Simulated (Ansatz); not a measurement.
Crystal: CdS.

```
Cd S
1.0
     0.00000    2.75324    2.75324
     2.75324    0.00000    2.75324
     2.75324    2.75324    0.00000
Cd S
1 1
Cartesian
  0.0000 0.0000 0.0000
  2.7532 2.7532 2.7532
```

Measurements of this composition are mostly on another form, of space group No. 186.

- Program: Ansatz 0.2.0
- Task: relaxation of cell and atoms
- Functional: B3LYP
- Potentials or basis: Ansatz PAW
- Cutoff: 420 eV (not typed: the program's choice for these potentials)
- k mesh: 4 × 4 × 4
- Occupations: fermi-dirac, width 0.05 eV
- Spin: no spin polarisation

At the start: volume 20.87 Å³/atom.

How do energy, volume and symmetry change on relaxing?

It ends after 6 steps and the volume is 21.41 Å³/atom (+2.6 %); space group Fm-3m (No. 225, to 0.05 Å).

Step by step:
| step | energy change (eV) | largest force (eV/Å) | volume (Å³) |
| --- | --- | --- | --- |
| 1 | 0.0000 | 0.0000 | 41.74 |
| 2 | -0.0032 | 0.0000 | 43.46 |
| 3 | -0.0056 | 0.0000 | 42.85 |
| 4 | -0.0064 | 0.0000 | 42.85 |
| 5 | -0.0064 | 0.0000 | 42.81 |
| 6 | -0.0064 | 0.0000 | 42.81 |

Final structure:
```cif
data_structure
_symmetry_space_group_name_H-M 'P 1'
_symmetry_Int_Tables_number 1
_cell_length_a 3.9268
_cell_length_b 3.9268
_cell_length_c 3.9268
_cell_angle_alpha 60.000
_cell_angle_beta 60.000
_cell_angle_gamma 60.000
_cell_volume 42.81
loop_
_atom_site_label
_atom_site_type_symbol
_atom_site_fract_x
_atom_site_fract_y
_atom_site_fract_z
_atom_site_occupancy
Cd1 Cd 0.00000 0.00000 0.00000 1
S1 S 0.50000 0.50000 0.50000 1
```

Caveat: the k mesh is coarse (spacing up to 0.49 Å⁻¹), so the values aren't converged, least of all with exact exchange; the plane-wave basis is chosen anew once the cell has moved, so the energies of steps on either side of that aren't comparable; the PAW data sets come from PBE, with cores solved anew for the run's functional, which leaves a small shift of forces and pressure.
